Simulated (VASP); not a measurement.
# As (Pm-3m) in VASP: notebook

Runs on As. Level: PBEsol. Tasks: single point.

Program: VASP 6.6.1. These are calculated values, not measurements. Logs are shortened: lines on timing, memory, paths and dates and some standing lists are left out, and cuts for length are marked.

### 1 Starting point

Symmetry: Pm-3m, No. 221, cubic system. The conventional cell has a = 2.704 Å, b = 2.704 Å, c = 2.704 Å, α = 90.00°, β = 90.00°, γ = 90.00°. As (site symmetry m-3m) is surrounded by 6 As at 2.70 Å.

This isn't the form of As at room conditions, which is rhombohedral.

### 2 Single point, PBEsol

Input file INCAR:

```
PREC = Accurate ; ENCUT = 400
EDIFF = 1E-6 ; ISMEAR = 0
SIGMA = 0.05 ; LREAL = Auto
LASPH = True ; NELM = 100
ALGO = Normal ; ISIF = 2
LWAVE = False ; LCHARG = False
GGA = PS ; ADDGRID = False
```

Input file KPOINTS:

```
regular mesh
0
Gamma
  5 5 5
```

Input file POSCAR:

```
As
1.0
    2.7036817444      0.0000000000      0.0000000000
    0.0000000000      2.7036817444      0.0000000000
    0.0000000000      0.0000000000      2.7036817444
As
1
Direct
    0.5000000000      0.5000000000      0.5000000000
```

Potentials or basis: VASP PAW PBE potentials, release 64 (As).

On the command line:

```sh
cat potpaw_PBE.64/As/POTCAR > POTCAR
mpirun -np 1 vasp_std > vasp.out
```

OUTCAR:

```text
PREC = Accurate
   ENCUT = 400
   EDIFF = 1E-6
   ISMEAR = 0
   LREAL = Auto
   LASPH = True
   NELM = 100
   ISIF = 2
   GGA = PS

 Found     10 irreducible k-points:

 Following reciprocal coordinates:
            Coordinates               Weight
  0.000000  0.000000  0.000000      1.000000
  0.200000  0.000000  0.000000      6.000000
  0.400000  0.000000  0.000000      6.000000
  0.200000  0.200000  0.000000     12.000000
  0.400000  0.200000  0.000000     24.000000
  0.400000  0.400000  0.000000     12.000000
   k-points           NKPTS =     10   k-points in BZ     NKDIM =     10   number of bands    NBANDS=      6
   number of dos      NEDOS =    301   number of ions     NIONS =      1
   total plane-waves  NPLWV =   5832
   dimension x,y,z NGX =    18 NGY =   18 NGZ =   18
   dimension x,y,z NGXF=    36 NGYF=   36 NGZF=   36
   ions per type =               1
   NGX,Y,Z   is equivalent  to a cutoff of  11.07, 11.07, 11.07 a.u.
   NGXF,Y,Z  is equivalent  to a cutoff of  22.14, 22.14, 22.14 a.u.
 SYSTEM =  unknown system
   PREC   = accura    normal or accurate (medium, high low for compatibility)
   ISTART =      0    job   : 0-new  1-cont  2-samecut
   ICHARG =      2    charge: 1-file 2-atom 10-const
   ISPIN  =      1    spin polarized calculation?
   LNONCOLLINEAR =      F non collinear calculations
   LSORBIT =      F    spin-orbit coupling
   LASPH  =      T    aspherical Exc in radial PAW
   ENCUT  =  400.0 eV  29.40 Ry    5.42 a.u.   4.41  4.41  4.41*2*pi/ulx,y,z
   NELM   =    100;   NELMIN=  2; NELMDL= -5     # of ELM steps
   EDIFF  = 0.1E-05   stopping-criterion for ELM
   LREAL  =      T    real-space projection
   EDIFFG = 0.1E-04   stopping-criterion for IOM
   NSW    =      0    number of steps for IOM
   IBRION =     -1    ionic relax: 0-MD 1-quasi-New 2-CG
   NFREE  =      0    steps in history (QN), initial steepest desc. (CG)
   ISIF   =      2    stress and relaxation
   ISYM   =      2    0-nonsym 1-usesym 2-fastsym
   POTIM  = 0.5000    time-step for ionic-motion
   TEBEG  =    0.0;   TEEND  =   0.0 temperature during run
   PSTRESS=    0.0 pullay stress
   NELECT =       5.0000    total number of electrons
   NUPDOWN=      -1.0000    fix difference up-down
   EMIN   =  10.00;   EMAX   =-10.00  energy-range for DOS
   EFERMI =   0.00;   METHOD = LEGACY
   ISMEAR =     0;   SIGMA  =   0.05  broadening in eV -4-tet -1-fermi 0-gaus
   EFERMI_NEDOS =   21; number of points for ismear=-14 and -15
   IALGO  =     38    algorithm
   IMIX   =      4    mixing-type and parameters
     AMIX     =   0.40;   BMIX     =  1.00
     AMIX_MAG =   1.60;   BMIX_MAG =  1.00
  volume/ion in A,a.u.               =      19.76       133.37
  Fermi-wavevector in a.u.,A,eV,Ry     =   1.035403  1.956627 14.586243  1.072059
  Thomas-Fermi vector in A             =   2.169744
   LORBIT       =      0    0 simple, 1 ext, 2 COOP (PROOUT), +10 PAW based schemes
   GGA     = PS    functional components
   LHFCALC =     F    Hartree Fock is set to
   AEXX    =    0.0000 exact exchange contribution
   IVDW    =     0    specifies the selected vdW correction
   LEPSILON=     F    determine dielectric tensor
   LRPA    =     F    only Hartree local field effects (RPA)
 non-spin polarized calculation
 Gauss-broadening in eV      SIGMA  =   0.05
  energy-cutoff  :      400.00
  volume of cell :       19.76
 maximum number of plane-waves:       370
 NGX is ok and might be reduce to    18
   NGX =  9   NGY =  9   NGZ =  9

 number of electron       4.9999997 magnetization

 Free energy of the ion-electron system (eV)
  ---------------------------------------------------
  ext. energy  EPLUGINS =         0.00000000
  ---------------------------------------------------
  free energy    TOTEN  =        -4.90694116 eV

  energy without entropy =       -4.90333054  energy(sigma->0) =       -4.90513585

 E-fermi :   5.8859     XC(G=0): -10.5645

 val. band max:        5.7682691730   @ k =   0.2000   0.2000   0.0000
 cond. band min:       5.8886700462   @ k =   0.2000   0.2000   0.2000
 fundamental gap:      0.1204008733
 Fermi energy:         5.8859269216

 k-point     1 :       0.0000    0.0000    0.0000
  band No.  band energies     occupation
      1      -9.1947      2.00000
      2       9.9451      0.00000
      3       9.9451      0.00000
      4       9.9451      0.00000
      5      14.3034      0.00000
      6      14.3034      0.00000

 k-point     2 :       0.2000    0.0000    0.0000
  band No.  band energies     occupation
      1      -8.4676      2.00000
      2       4.8168      2.00000
      3      10.5704      0.00000
      4      10.5704      0.00000
      5      14.9531      0.00000
      6      16.2605      0.00000

 k-point     3 :       0.4000    0.0000    0.0000
  band No.  band energies     occupation
      1      -6.6055      2.00000
      2      -0.1993      2.00000
      3      11.9329      0.00000
      4      11.9329      0.00000
      5      16.5581      0.00000
      6      18.4891      0.00000

 k-point     4 :       0.2000    0.2000    0.0000
  band No.  band energies     occupation
      1      -7.7404      2.00000
      2       5.2422      2.00000
      3       5.7683      1.99912
      4      11.1915      0.00000
      5      16.2233      0.00000
      6      18.9872      0.00000

 k-point     5 :       0.4000    0.2000    0.0000
  band No.  band energies     occupation
      1      -5.8750      2.00000
      2       0.4848      2.00000
      3       7.1255      0.00000
      4      12.5398      0.00000
      5      14.4841      0.00000
      6      18.4647      0.00000

 k-point     6 :       0.4000    0.4000    0.0000
  band No.  band energies     occupation
      1      -3.9747      2.00000
      2       1.9495      2.00000
      3       2.2904      2.00000
      4       9.8227      0.00000
      5      13.8364      0.00000
      6      20.5573      0.00000

 [... further k-points ...]
[... 5 lines left out ...]
  --------------------------------------------------------------------------------------
  -------------------------------------------------------------------------------------
  Total       -0.0062094     -0.0062094     -0.0062094      0.0000000      0.0000000     -0.0000000
  in kB       -0.5033734     -0.5033734     -0.5033734      0.0000000      0.0000000     -0.0000000
  external PRESSURE =      -0.5033734 kB  Pullay stress =       0.0000000 kB

 VOLUME and BASIS-vectors are now :
 -----------------------------------------------------------------------------
  energy-cutoff  :      400.00
  volume of cell :       19.76
      direct lattice vectors                 reciprocal lattice vectors
     2.703681744  0.000000000  0.000000000     0.369866018  0.000000000  0.000000000
     0.000000000  2.703681744  0.000000000     0.000000000  0.369866018  0.000000000
     0.000000000  0.000000000  2.703681744     0.000000000  0.000000000  0.369866018

 POSITION                                       TOTAL-FORCE (eV/Angst)
 -----------------------------------------------------------------------------------
      1.35184      1.35184      1.35184         0.000000      0.000000      0.000000
 -----------------------------------------------------------------------------------
    total drift:                                0.000000      0.000000      0.000000

  FREE ENERGIE OF THE ION-ELECTRON SYSTEM (eV)
  ---------------------------------------------------
  free  energy   TOTEN  =        -4.9069411638 eV

  energy  without entropy=       -4.9033305405  energy(sigma->0) =       -4.90513585
```

Wall time 7.7 s (1 thread of AMD EPYC 7R13 (Zen 3), shared host); peak memory 0.08 GiB.

The run converged, but some of its settings lie outside the range that counts as converged, so its numbers aren't taken as properties of the crystal.

What came out:

| Item | Value |
| --- | --- |
| Free energy | -4.9069 eV |
| Pressure | -0.1 GPa |
| Band gap on the k mesh | none (metal or under the smearing width) |

Caveat: the k mesh is coarse (spacing up to 0.46 Å⁻¹), so the values aren't converged; the PAW data sets were made with another functional, which shifts forces and pressure a little.

### 3 Single point, PBEsol

Input file INCAR:

```
PREC = Accurate ; ENCUT = 400
EDIFF = 0.01 ; ISMEAR = 0
SIGMA = 0.05 ; LREAL = False
LASPH = True ; NELM = 100
ALGO = Normal ; ISIF = 2
LWAVE = False ; LCHARG = False
GGA = PS ; ADDGRID = False
```

KPOINTS is that of step 2.

POSCAR is that of step 2.

Potentials or basis: VASP PAW PBE potentials, release 64 (As).

On the command line:

```sh
cat potpaw_PBE.64/As/POTCAR > POTCAR
mpirun -np 1 vasp_std > vasp.out
```

OUTCAR:

```text
PREC = Accurate
   ENCUT = 400
   EDIFF = 0.01
   ISMEAR = 0
   LREAL = False
   LASPH = True
   NELM = 100
   ISIF = 2
   GGA = PS

 Found     10 irreducible k-points:

 Following reciprocal coordinates:
            Coordinates               Weight
  0.000000  0.000000  0.000000      1.000000
  0.200000  0.000000  0.000000      6.000000
  0.400000  0.000000  0.000000      6.000000
  0.200000  0.200000  0.000000     12.000000
  0.400000  0.200000  0.000000     24.000000
  0.400000  0.400000  0.000000     12.000000
   k-points           NKPTS =     10   k-points in BZ     NKDIM =     10   number of bands    NBANDS=      6
   number of dos      NEDOS =    301   number of ions     NIONS =      1
[... 123 lines left out ...]
      4       9.7940      0.00000
      5      13.8193      0.00000
      6      20.5382      0.00000

 [... further k-points ...]
[... 5 lines left out ...]
  --------------------------------------------------------------------------------------
  -------------------------------------------------------------------------------------
  Total       -0.1299841     -0.1299841     -0.1299841     -0.0000000      0.0000000      0.0000000
  in kB      -10.5374133    -10.5374133    -10.5374133     -0.0000000      0.0000000      0.0000000
  external PRESSURE =     -10.5374133 kB  Pullay stress =       0.0000000 kB

 VOLUME and BASIS-vectors are now :
 -----------------------------------------------------------------------------
  energy-cutoff  :      400.00
  volume of cell :       19.76
      direct lattice vectors                 reciprocal lattice vectors
     2.703681744  0.000000000  0.000000000     0.369866018  0.000000000  0.000000000
     0.000000000  2.703681744  0.000000000     0.000000000  0.369866018  0.000000000
     0.000000000  0.000000000  2.703681744     0.000000000  0.000000000  0.369866018

 POSITION                                       TOTAL-FORCE (eV/Angst)
 -----------------------------------------------------------------------------------
      1.35184      1.35184      1.35184         0.000000      0.000000      0.000000
 -----------------------------------------------------------------------------------
    total drift:                                0.000000      0.000000      0.000000

  FREE ENERGIE OF THE ION-ELECTRON SYSTEM (eV)
  ---------------------------------------------------
  free  energy   TOTEN  =        -4.9078064279 eV

  energy  without entropy=       -4.9041949622  energy(sigma->0) =       -4.90600070
```

OSZICAR:

```text
N       E                     dE             d eps       ncg     rms          rms(c)
DAV:   1     0.945004321039E+01    0.94500E+01   -0.18481E+03   120   0.495E+02
DAV:   2    -0.469614450327E+01   -0.14146E+02   -0.12440E+02   162   0.701E+01
DAV:   3    -0.490943026414E+01   -0.21329E+00   -0.21037E+00   150   0.125E+01
DAV:   4    -0.490968335485E+01   -0.25309E-03   -0.25299E-03   150   0.505E-01
DAV:   5    -0.490968634955E+01   -0.29947E-05   -0.29950E-05   120   0.220E-02    0.218E+00
DAV:   6    -0.490780642787E+01    0.18799E-02   -0.32249E-04    60   0.171E-01
   1 F= -.49078064E+01 E0= -.49060007E+01  d E =-.361147E-02
```

stdout:

```text
POSCAR found type information on POSCAR As
 POSCAR found :  1 types and       1 ions
 scaLAPACK will be used
 -----------------------------------------------------------------------------
|                                                                             |
|                                                                             |
|     You enforced a specific xc type in the INCAR file but a different       |
|     I HOPE YOU KNOW WHAT YOU ARE DOING!                                     |
|                                                                             |
 -----------------------------------------------------------------------------

 LDA part: xc-table for (Slater+PW92), standard interpolation
 POSCAR, INCAR and KPOINTS ok, starting setup
 FFT: planning ... GRIDC
 FFT: planning ... GRID_SOFT
 FFT: planning ... GRID
 WAVECAR not read
 entering main loop
```

Wall time 7.7 s (1 thread of AMD EPYC 7R13 (Zen 3), shared host); peak memory 0.08 GiB.

These settings aren't checked as converged: the numbers below hold their error.

Results:

- Free energy: -4.9078 eV
- Pressure: -1.1 GPa
- Band gap on the k mesh: none (metal or under the smearing width)

Caveat: the k mesh is coarse (spacing up to 0.46 Å⁻¹), so the values aren't converged; the PAW data sets were made with another functional, which shifts forces and pressure a little.
